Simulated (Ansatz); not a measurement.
NiO in Ansatz: the effect of functional

Crystal: NiO.

```
CELL_PARAMETERS angstrom
0.00000 2.07190 2.07190
2.07190 0.00000 2.07190
2.07190 2.07190 0.00000
ATOMIC_POSITIONS crystal
Ni 0.00000 0.00000 0.00000
O 0.50000 0.50000 0.50000
```

The cell isn't the ideal one: volume scaled by 0.98.

Alike in all runs:

- Program: Ansatz 0.2.0
- Task: single point
- Potentials or basis: Ansatz PAW
- k mesh: 11 × 11 × 11
- Occupations: fermi-dirac, width 0.05 eV
- Spin: collinear spin, ferromagnetic start
- Starting moments: [1.0, 0.0] μB

Task: One run gave: gap on the mesh 0.75 eV; pressure 7.5 GPa; moment 2.00 μB. Which functional did it use?
A. PBE
B. r2SCAN
C. LDA

Result: B.

```csv
functional,cutoff,gap on the mesh (eV),pressure (GPa),moment (μB)
LDA,420 eV (not typed: the program's choice for these potentials),none,-16.2,0.30
r2SCAN,500 eV (not typed: the program's choice for these potentials),0.75,7.5,2.00
PBE,420 eV (not typed: the program's choice for these potentials),none,9.4,1.65
```

Caveats: semilocal functionals often make such compounds metallic where correlation or magnetic order opens a gap, which also shifts bond lengths (some runs); the PAW data sets come from PBE, with cores solved anew for the run's functional, which leaves a small shift of forces and pressure (some runs); a cell with one magnetic atom can't hold antiferromagnetic order, which such compounds often take (some runs); the magnetic or orbital state may not be the lowest (some runs); odd divisions of the mesh miss points on the zone boundary, where band edges often lie, so the gap on the mesh can be too wide (some runs).

A k mesh can miss the band edges.

A gap of «none» marks a metal or a gap under the smearing width.
